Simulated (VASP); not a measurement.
# InP (F-43m) in VASP: further runs

The runs below take InP through relaxation of cell and atoms, with PBEsol, LDA, PBE.

Everything below comes from runs of VASP 6.6.1. Logs are shortened: lines on timing, memory, paths and dates and some standing lists are left out, and cuts for length are marked.

### 1 The crystal as given

Symmetry: F-43m, No. 216, cubic system. The conventional cell has a = 5.904 Å, b = 5.904 Å, c = 5.904 Å, α = 90.00°, β = 90.00°, γ = 90.00°. Around In (site symmetry -43m) lie 4 P at 2.56 Å. P (site symmetry -43m) has 4 In at 2.56 Å as nearest neighbours.

The cell is a database's computed one.

### 2 Relaxation of cell and atoms, PBEsol

File INCAR:

```
SYSTEM = InP
PREC = Accurate
ENCUT = 600
EDIFF = 1E-7
ISMEAR = 0
SIGMA = 0.02
LREAL = .FALSE.
LASPH = .TRUE.
NELM = 100
ALGO = Normal
ISIF = 3
LWAVE = .FALSE.
LCHARG = .FALSE.
GGA = PS
IBRION = 2
NSW = 90
EDIFFG = -0.005
```

File KPOINTS:

```
Automatic mesh
0
G
  10 10 10
  0 0 0
```

File POSCAR:

```
InP
1.0
    0.0000000000      2.9519763900      2.9519763900
    2.9519763900      0.0000000000      2.9519763900
    2.9519763900      2.9519763900      0.0000000000
In P
1 1
Direct
    0.0000000000      0.0000000000      0.0000000000
    0.7500000000      0.7500000000      0.7500000000
```

Potentials or basis: VASP PAW PBE potentials, release 64 (In_d, P).

On the command line:

```sh
> cat potpaw_PBE.64/In_d/POTCAR potpaw_PBE.64/P/POTCAR > POTCAR
> mpirun -np 1 vasp_std > vasp.out
```

OUTCAR:

```text
SYSTEM = InP
   PREC = Accurate
   ENCUT = 600
   EDIFF = 1E-7
   ISMEAR = 0
   LREAL = .FALSE.
   LASPH = .TRUE.
   NELM = 100
   ISIF = 3
   GGA = PS
   IBRION = 2
   NSW = 90
   EDIFFG = -0.005

 ion  position               nearest neighbor table
   1  0.000  0.000  0.000-   2 2.56   2 2.56   2 2.56   2 2.56
   2  0.750  0.750  0.750-   1 2.56   1 2.56   1 2.56   1 2.56

  LATTYP: Found a face centered cubic cell.
 ALAT       =     5.9039527800

  Lattice vectors:

 A1 = (   0.0000000000,   2.9519763900,   2.9519763900)
 A2 = (   2.9519763900,   0.0000000000,   2.9519763900)
 A3 = (   2.9519763900,   2.9519763900,   0.0000000000)

Analysis of symmetry for initial positions (statically):
=====================================================================
 Subroutine PRICEL returns:
 Original cell was already a primitive cell.

 Routine SETGRP: Setting up the symmetry group for a
 face centered cubic supercell.

 Subroutine GETGRP returns: Found 24 space group operations
 (whereof 24 operations were pure point group operations)
 out of a pool of 48 trial point group operations.

The static configuration has the point symmetry T_d .

Analysis of symmetry for dynamics (positions and initial velocities):
=====================================================================
 Subroutine PRICEL returns:
 Original cell was already a primitive cell.

 Routine SETGRP: Setting up the symmetry group for a
 face centered cubic supercell.

 Subroutine GETGRP returns: Found 24 space group operations
 (whereof 24 operations were pure point group operations)
 out of a pool of 48 trial point group operations.

The dynamic configuration has the point symmetry T_d .

 Subroutine INISYM returns: Found 24 space group operations
 (whereof 24 operations are pure point group operations),
 and found     1 'primitive' translations

----------------------------------------------------------------------------------------

                                     Primitive cell

  volume of cell :      51.4480

  direct lattice vectors                    reciprocal lattice vectors
     0.000000000  2.951976390  2.951976390    -0.169378048  0.169378048  0.169378048
     2.951976390  0.000000000  2.951976390     0.169378048 -0.169378048  0.169378048
     2.951976390  2.951976390  0.000000000     0.169378048  0.169378048 -0.169378048

  length of vectors
[... 104 lines left out ...]
  Fermi-wavevector in a.u.,A,eV,Ry     =   1.153567  2.179925 18.105499  1.330717
  Thomas-Fermi vector in A             =   2.290210
   LORBIT       =      0    0 simple, 1 ext, 2 COOP (PROOUT), +10 PAW based schemes
   GGA     = PS    functional components
   LHFCALC =     F    Hartree Fock is set to
   AEXX    =    0.0000 exact exchange contribution
   IVDW    =     0    specifies the selected vdW correction
   LEPSILON=     F    determine dielectric tensor
   LRPA    =     F    only Hartree local field effects (RPA)
 conjugate gradient relaxation of ions
 non-spin polarized calculation
 Gauss-broadening in eV      SIGMA  =   0.02
  energy-cutoff  :      600.00
  volume of cell :       51.45
 maximum number of plane-waves:      1759
 NGX is ok and might be reduce to    36
   NGX = 17   NGY = 17   NGZ = 17

--------------------------------------- Ionic step        1  -------------------------------------------

 number of electron      17.9999998 magnetization

 Free energy of the ion-electron system (eV)
  ---------------------------------------------------
  ext. energy  EPLUGINS =         0.00000000
  ---------------------------------------------------
  free energy    TOTEN  =        -9.15544716 eV

  energy without entropy =       -9.15544716  energy(sigma->0) =       -9.15544716

------------------------ aborting loop because EDIFF is reached ----------------------------------------

  FORCE on cell =-STRESS in cart. coord.  units (eV):
  Direction    XX          YY          ZZ          XY          YZ          ZX
  --------------------------------------------------------------------------------------
  -------------------------------------------------------------------------------------
  Total       -0.2670049     -0.2670049     -0.2670049      0.0000000      0.0000000     -0.0000000
  in kB       -8.3149779     -8.3149779     -8.3149779      0.0000000      0.0000000     -0.0000000
  external PRESSURE =      -8.3149779 kB  Pullay stress =       0.0000000 kB
[... 59 lines left out ...]
--------------------------------------- Ionic step        3  -------------------------------------------

 number of electron      17.9999998 magnetization

 Free energy of the ion-electron system (eV)
  ---------------------------------------------------
  ext. energy  EPLUGINS =         0.00000000
  ---------------------------------------------------
  free energy    TOTEN  =        -9.15713621 eV

  energy without entropy =       -9.15713621  energy(sigma->0) =       -9.15713621

 E-fermi :   5.1017     XC(G=0):  -9.4386

 val. band max:        4.9900638525   @ k =   0.0000   0.0000   0.0000
 cond. band min:       5.5556205240   @ k =   0.0000   0.0000   0.0000
 fundamental gap:      0.5655566714
 Fermi energy:         5.1017233535

 k-point     1 :       0.0000    0.0000    0.0000
  band No.  band energies     occupation
      1      -9.1394      2.00000
      2      -9.1394      2.00000
      3      -9.1394      2.00000
      4      -8.9893      2.00000
      5      -8.9893      2.00000
      6      -6.4944      2.00000
      7       4.9901      2.00000
      8       4.9901      2.00000
      9       4.9901      2.00000
     10       5.5556      0.00000
     11       9.0071      0.00000
     12       9.0071      0.00000
     13       9.0071      0.00000
[... 354 lines left out ...]
  band No.  band energies     occupation
      1      -9.2863      2.00000
      2      -9.0641      2.00000
      3      -9.0607      2.00000
      4      -9.0242      2.00000
      5      -8.9631      2.00000
      6      -4.8295      2.00000
      7       0.2293      2.00000
      8       2.7949      2.00000
      9       3.0663      2.00000
     10       7.1389      0.00000
     11       7.9323      0.00000
     12      11.7332      0.00000
     13      12.4098      0.00000

 [... further k-points ...]

------------------------ aborting loop because EDIFF is reached ----------------------------------------

  FORCE on cell =-STRESS in cart. coord.  units (eV):
  Direction    XX          YY          ZZ          XY          YZ          ZX
  --------------------------------------------------------------------------------------
  -------------------------------------------------------------------------------------
  Total       -0.0007228     -0.0007228     -0.0007228      0.0000000      0.0000000     -0.0000000
  in kB       -0.0227963     -0.0227963     -0.0227963      0.0000000      0.0000000     -0.0000000
  external PRESSURE =      -0.0227963 kB  Pullay stress =       0.0000000 kB
[... 17 lines left out ...]
  FREE ENERGIE OF THE ION-ELECTRON SYSTEM (eV)
  ---------------------------------------------------
  free  energy   TOTEN  =        -9.1571362069 eV

  energy  without entropy=       -9.1571362069  energy(sigma->0) =       -9.15713621

 reached required accuracy - stopping structural energy minimisation
```

CONTCAR:

```text
InP
   1.00000000000000
     0.0000000000000000    2.9395433583819575    2.9395433583819575
     2.9395433583819575   -0.0000000000000000    2.9395433583819575
     2.9395433583819575    2.9395433583819575   -0.0000000000000000
  In              P
     1     1
Direct
     0.0000000000000000    0.0000000000000000    0.0000000000000000
     0.7500000000000000    0.7500000000000000    0.7500000000000000

  0.00000000E+00  0.00000000E+00  0.00000000E+00
  0.00000000E+00  0.00000000E+00  0.00000000E+00
```

It took 57 s on 1 thread of Intel Xeon 6975P-C (Granite Rapids), shared host; peak memory 0.23 GiB.

Results:

```
Free energy                            : -9.1571 eV
Relaxed volume                         : 25.40 Å³/atom
Relaxed cell                           : a = 4.157 Å, b = 4.157 Å, c = 4.157 Å, α = 60.00°, β = 60.00°, γ = 60.00°
Space group after relaxing (to 0.05 Å) : F-43m (No. 216)
Energy gained by relaxing              : 0.8 meV/atom
Ionic steps                            : 3
Pressure after relaxing                : 0.0 GPa
Band gap on the k mesh                 : 0.57 eV, direct
```

The path:
```csv
step,energy change (eV),largest force (eV/Å),pressure (GPa),volume (Å³)
1,0.0000,0.0000,-0.83,51.45
2,-0.0012,0.0000,0.46,50.46
3,-0.0017,0.0000,0.00,50.80
```

Final structure:
```
CELL_PARAMETERS angstrom
0.00000 2.93954 2.93954
2.93954 0.00000 2.93954
2.93954 2.93954 0.00000
ATOMIC_POSITIONS crystal
In 0.00000 0.00000 0.00000
P 0.75000 0.75000 0.75000
```

Levels at points of the mesh, in eV from the valence-band top:
```
           k point  band 6  band 7  band 8  band 9  band 10  band 11  band 12  band 13
(0.00, 0.00, 0.00)  -11.48    0.00    0.00    0.00     0.57     4.02     4.02     4.02
(0.50, 0.00, 0.00)   -9.76   -5.75   -0.97   -0.97     1.38     4.74     4.74     6.93
(0.50, 0.50, 0.00)   -9.11   -5.78   -2.32   -2.32     1.65     2.17     9.04     9.47
```

Caveat: the PAW data sets were made with another functional, which shifts forces and pressure a little; spin-orbit coupling is left out, which moves the levels of the heavy elements.

### 3 Relaxation of cell and atoms, LDA

Edit INCAR of step 2 so:

```diff
@@ -13,3 +13,3 @@
 LCHARG = .FALSE.
-GGA = PS
+GGA = CA
 IBRION = 2
```

KPOINTS is that of step 2.

POSCAR is that of step 2.

Potentials or basis: VASP PAW LDA potentials, release 64 (In_d, P).

On the command line:

```sh
> cat potpaw_LDA.64/In_d/POTCAR potpaw_LDA.64/P/POTCAR > POTCAR
> mpirun -np 1 vasp_std > vasp.out
```

Wall time 56 s (1 thread of Intel Xeon 6975P-C (Granite Rapids), shared host); peak memory 0.2 GiB.

Results (log left out):

| Property | Result |
| --- | --- |
| Free energy | -9.6745 eV |
| Relaxed volume | 24.76 Å³/atom |
| Relaxed cell | a = 4.122 Å, b = 4.122 Å, c = 4.122 Å, α = 60.00°, β = 60.00°, γ = 60.00° |
| Space group after relaxing (to 0.05 Å) | F-43m (No. 216) |
| Energy gained by relaxing | 7.9 meV/atom |
| Ionic steps | 3 |
| Pressure after relaxing | 0.0 GPa |
| Band gap on the k mesh | 0.60 eV, direct |

Step by step:
```csv
step,energy change (eV),largest force (eV/Å),pressure (GPa),volume (Å³)
1,0.0000,0.0000,-2.52,51.45
2,-0.0109,0.0000,1.55,48.49
3,-0.0158,0.0000,-0.02,49.51
```

Final structure:
```xyz
2
Lattice="0.0000 2.9145 2.9145 2.9145 0.0000 2.9145 2.9145 2.9145 0.0000" Properties=species:S:1:pos:R:3 pbc="T T T"
In    0.0000    0.0000    0.0000
P     4.3717    4.3717    4.3717
```

Levels at points of the mesh, in eV from the valence-band top:
```tsv
k point	band 5	band 6	band 7	band 8	band 9	band 10	band 11	band 12	band 13
(0.00, 0.00, 0.00)	-14.06	-11.66	0.00	0.00	0.00	0.60	3.96	3.96	3.96
(0.50, 0.00, 0.00)	-14.04	-9.85	-5.92	-1.02	-1.02	1.37	4.71	4.71	6.93
(0.50, 0.50, 0.00)	-14.02	-9.16	-5.93	-2.42	-2.42	1.57	2.12	9.10	9.54
```

Caveat: spin-orbit coupling is left out, which moves the levels of the heavy elements.

(Continued in part 2 of 2.)
